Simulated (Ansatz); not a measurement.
SrF₂ (fluorite)

```
SrF2
1.0
    0.00000     5.75810     5.75810
    2.87905     0.00000     2.87905
    2.87905     2.87905     0.00000
Sr F
2 4
Cartesian
  0.00000   0.00000   0.00000
  0.00000   2.87905   2.87905
  1.43952   1.43952   1.43952
  1.43952   4.31857   4.31857
  4.31857   4.31857   4.31857
  4.31857   7.19762   7.19762
```

In each cell atom 6 (F, nearest neighbour Sr at 2.493 Å; its periodic images, 4.1 Å or more away, move with it) moves by s·(0.000, 0.000, 1.000) (along Cartesian z), the rest being held.

The numbers are results of PBEsol (plane waves to 420 eV, PAW, scalar-relativistic; Ansatz, a first-principles code), not measurements. k mesh 4×8×8 (Γ-centred), Fermi-Dirac smearing 0.05 eV. F∥ is the force on the atom along that direction. SrF2 was relaxed with its symmetry unable to fall. 

```tsv
s (Å)	F∥ (eV/Å)
-0.250	1.074
-0.200	0.852
-0.150	0.635
-0.100	0.422
-0.050	0.211
0.000	0.000
0.050	-0.212
0.100	-0.425
0.150	-0.643
0.200	-0.865
0.250	-1.094
```

Task: What is the force constant k = d²E/ds² of this move at s = 0?

Result: 4.22 eV/Å². The forces along the line at the two nearest points give (0.211 − (-0.212)) / (2·0.050) = 4.23 eV/Å²; the next pair corrects for the finite step.

(A displaced cell: forces are minus the slopes of the energy, force constants its curvatures, and phonons follow from these.)
